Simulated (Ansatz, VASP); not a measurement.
**One calculation of Ni, two programs**

The input INCAR:

```
SYSTEM = Ni
PREC = Accurate
ENCUT = 520
EDIFF = 1E-6
ISMEAR = -1
SIGMA = 0.1
LREAL = .False.
LASPH = .True.
NELM = 150
ALGO = Normal
ISIF = 2
LWAVE = .False.
LCHARG = .False.
ISPIN = 2
MAGMOM = 1
LORBIT = 11
LMAXMIX = 4
GGA = CA
NBANDS = 15
```

Contents of KPOINTS:

```
Automatic mesh
0
Gamma
  22 22 22
  0 0 0
```

POSCAR

```
Ni
1.0
   -1.1968179418      1.1968179418      1.1968179418
    1.1968179418     -1.1968179418      1.1968179418
    1.1968179418      1.1968179418     -1.1968179418
Ni
1
Direct
    0.0000000000      0.0000000000      0.0000000000
```

Input for Ansatz:

```yaml
crystal:
  lattice:
    - [-1.1968179418, 1.1968179418, 1.1968179418]
    - [1.1968179418, -1.1968179418, 1.1968179418]
    - [1.1968179418, 1.1968179418, -1.1968179418]
  atoms:
    - { symbol: Ni, position: [0.0, 0.0, 0.0], spin: 1.0 }
magnetization:
  spin_polarized: true
kpoints:
  mp_grid: { grid: [22, 22, 22] }
scf:
  occupations: { method: fermi_dirac, width: 0.1 }
hamiltonian:
  xc: lda
  pseudopotentials: { kind: all_electron, lapw: { basis_error: 0.001 } }
output:
  forces: true
  stress: true
  eigenvalues: true
  populations: true
```

Change from the starting cell: volume scaled by 0.68, LAPW.

Alike in both runs: task single point; functional LDA; k mesh 22 × 22 × 22; occupations fermi-dirac, width 0.1 eV; collinear spin.

|  | VASP | Ansatz |
| --- | --- | --- |
| version | VASP 6.6.1 | Ansatz 0.2.0 |
| potentials or method | VASP PAW LDA potentials, release 64 (Ni) | all-electron LAPW, scalar-relativistic |
| plane-wave cutoff (eV) | 520 | see its input |

Ansatz gave:

```
pressure (GPa)           : 240.3
net moment per atom (μB) : 0.00
```

**Question.** Which values does VASP return?

**Answer.** Pressure (GPa): 240.0; net moment per atom (μB): 0.00.

Ansatz ran all-electron here, so the differences hold the error of VASP's frozen core and of both bases. Ansatz warned: «seeded_moment_not_kept».

Caveats: the cell as given lies far from equilibrium; so large a pressure means that the cell lies far from this level's equilibrium, or that cutoff or potentials fall short (VASP).
